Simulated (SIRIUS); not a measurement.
C under changes of volume

One of the cells (5.785 Å³/atom); the others are scaled copies at fixed shape and fractional positions:

```
C
1.0
     0.00000    1.79518    1.79518
     1.79518    0.00000    1.79518
     1.79518    1.79518    0.00000
C
2
Direct
  0.75000 0.75000 0.75000
  0.50000 0.50000 0.50000
```

This isn't the form of C at room conditions, which is graphite.

- Program: SIRIUS 7.10.0
- Functional: PBEsol
- Potentials or basis: PseudoDojo 0.4.1 PBEsol standard (scalar relativistic)
- Cutoff: 1127 eV
- Density cutoff: 4507 eV
- k mesh: 13 × 13 × 13
- Occupations: fermi-dirac, width 0.05 eV
- Spin: no spin polarisation

```tsv
volume (Å³/atom)	energy over the lowest point (meV/atom)	pressure (GPa)	gap on the mesh (eV)
5.332	?	?	?
5.445	7.85	16.0	4.15
5.558	0.00	6.0	4.10
5.785	4.12	-11.6	4.01
5.899	14.93	-19.2	3.96
6.012	30.87	-26.1	3.92
```

What does the run at 5.332 Å³/atom give?

Energy over the lowest point 23.20 meV/atom; pressure 27.1 GPa; gap on the mesh 4.20 eV.

Worked out: A Birch-Murnaghan fit of order 3 (a polynomial in V^(-2/3)) to the other rows has its minimum at 5.63 Å³/atom with B0 = V·E''(V) = 449 GPa and B' = 3.6. It gives 23.10 meV/atom at 5.332 Å³/atom, against the run's 23.20, and -dE/dV = 27.2 GPa, against 27.1. A straight line through the other rows of the gap, of slope -2.33 eV per unit of ln V, extrapolates to 4.20 eV, against the run's 4.20.

Energies are extrapolated to zero smearing.

Caveats: an odd mesh through Γ misses points on the zone boundary, where band edges often lie.
